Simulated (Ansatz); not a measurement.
## Lattice vibrations of TaAs at Γ

All numbers below come from DFT PBE, scalar-relativistic, plane waves, PAW in Ansatz 0.2.0. Plane waves to 420 eV; Γ-centred k mesh 18×18×16; Fermi-Dirac smearing of 0.15 eV. No spin polarisation. Phonons by linear response, acoustic sum rule imposed.

The cell, relaxed at this level:
```yaml
crystal:
  lattice:
    - [3.41632, 0.00000, 0.00000]
    - [-1.70816, 2.95862, 0.00000]
    - [0.00000, 0.00000, 3.48139]
  atoms:
    - { symbol: Ta, position: [0.33333, 0.66667, 0.50000] }
    - { symbol: As, position: [0.00000, 0.00000, 0.00000] }
```

The cell was found from a structure generator's guess, not taken from experiment. In a metal, frequencies depend on the k mesh and the smearing, soft modes most. Spin–orbit coupling is left out, which matters for heavy elements.

(1) Is this structure stable against zone-centre distortions?

(2) List the optical modes at Γ (i marks imaginary ones).

## Answers

(1) Yes, at Γ: no optical mode is imaginary. Strains and other wave vectors aren't tested by this run.

(2)
```csv
frequency (cm⁻¹),degeneracy
238,1
240,2
```
